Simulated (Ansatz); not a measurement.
**Ti3Al5: a hydrostatic pressure series**

One table from this session's results is given with a row withheld; the runs are named, their logs left out.

Program: Ansatz 0.2.0. Level of theory: DFT PBEsol, scalar-relativistic, plane waves, PAW. These are calculated values, not measurements.

1 further run of the same task is left out (set aside as unsound or not needed).

### The system as given

It takes space group Pmmm (No. 47, orthorhombic). The conventional cell has a = 3.885 Å, b = 4.002 Å, c = 8.052 Å, α = 90.00°, β = 90.00°, γ = 90.00°. Ti (site symmetry mm2) is surrounded by 10 Al at 2.71 to 2.92 Å and 2 Ti at 2.88 Å. Around Ti (site symmetry mmm) lie 8 Al at 2.79 Å and 4 Ti at 2.88 Å. Around Al (site symmetry mmm) lie 4 Al at 2.75 Å and 8 Ti at 2.79 to 2.92 Å. Al (site symmetry mmm) has 4 Ti at 2.76 Å and 8 Al at 2.79 to 2.85 Å in its first shell of neighbours. Around Al (site symmetry mmm) lie 4 Ti at 2.71 Å and 8 Al at 2.79 to 2.89 Å. Al (site symmetry mm2) is surrounded by 6 Al at 2.75 to 2.89 Å and 6 Ti at 2.79 Å.

Coordinates:

```cif
data_structure
_symmetry_space_group_name_H-M 'Pmmm'
_symmetry_Int_Tables_number 47
_cell_length_a 3.8854
_cell_length_b 4.0018
_cell_length_c 8.0524
_cell_angle_alpha 90.000
_cell_angle_beta 90.000
_cell_angle_gamma 90.000
_cell_volume 125.20
loop_
_atom_site_label
_atom_site_type_symbol
_atom_site_symmetry_multiplicity
_atom_site_Wyckoff_symbol
_atom_site_fract_x
_atom_site_fract_y
_atom_site_fract_z
_atom_site_occupancy
Ti1 Ti 2 r 0.00000 0.50000 0.26461 1
Ti2 Ti 1 f 0.50000 0.50000 0.00000 1
Al1 Al 1 a 0.00000 0.00000 0.00000 1
Al2 Al 1 c 0.00000 0.00000 0.50000 1
Al3 Al 1 h 0.50000 0.50000 0.50000 1
Al4 Al 2 s 0.50000 0.00000 0.24170 1
```

It goes back to an entry of the Materials Project, which need not be the stable form.

It is the result of an earlier relaxation at this level (volume 15.65 Å³/atom; gap on the mesh: none (metal)).

The first run:

File input.yaml:

```yaml
crystal:
  lattice:
    - [3.8978389997, 0.0, 0.0]
    - [0.0, 4.0145642472, 0.0]
    - [0.0, 0.0, 8.0781431699]
  atoms:
    - { symbol: Ti, position: [0.0, 0.5, 0.2646132922] }
    - { symbol: Ti, position: [0.0, 0.5, 0.7353867078] }
    - { symbol: Ti, position: [0.5, 0.5, 0.0] }
    - { symbol: Al, position: [0.0, 0.0, 0.0] }
    - { symbol: Al, position: [0.0, 0.0, 0.5] }
    - { symbol: Al, position: [0.5, 0.5, 0.5] }
    - { symbol: Al, position: [0.5, 0.0, 0.2417027399] }
    - { symbol: Al, position: [0.5, 0.0, 0.7582972601] }
basis:
  ecutwfc: 420
kpoints:
  mp_grid: { grid: [10, 10, 6] }
hamiltonian:
  xc: pbesol
scf:
  occupations: { method: gaussian, width: 0.1 }
output:
  forces: true
  stress: true
  eigenvalues: true
relax:
  adjacent_minimum: "off"
  f_tol: 0.008
  max_steps: 50
  cell: { stress_tol: 0.08, p_target: -1.0 }
```

Launch:

```bash
$ ansatz run input.yaml --threads 2 --pin off --max-ram 5120MiB --backend cpu --events-out ev --progress --plain --runs-dir out
```

Steps of the session up to this table: Target pressure -1 GPa; Relaxing at 1 GPa; 4 GPa; 12 GPa; Target pressure 25 GPa.

One table of the session follows, with a row left open; its other results are not shown here.

Lengths are those of the vectors of the cell that was run:

```
P (GPa)  V (Å³/atom)  a (Å)  b (Å)  c (Å)  ΔH (eV/atom)
     -1        15.78  3.895  4.014  8.074        -0.098
      0        15.65  3.885  4.002  8.052         0.000
      1            ?      ?      ?      ?             ?
      4        15.15  3.845  3.956  7.968         0.384
     12        14.33  3.778  3.879  7.825         1.119
     25        13.35  3.692  3.783  7.646         2.240
```

Estimate the missing values for P (GPa) = 1.

Worked estimate for «V (Å³/atom)». A straight line through the neighbours (0, 15.65) and (4, 15.15) gives 15.65 + (15.15 − 15.65) × (1 − 0) / (4 − 0) = 15.53; a parabola fitted to 4 rows on both sides gives 15.52.

**Answer.** V (Å³/atom): 15.51; a (Å): 3.874; b (Å): 3.990; c (Å): 8.030; ΔH (eV/atom): 0.097. In «V (Å³/atom)» the line misses by +0.02 and the parabola by +0.01.

ΔH is E + PV over the energy at zero pressure; a, b and c are the vectors of the computed cell. 
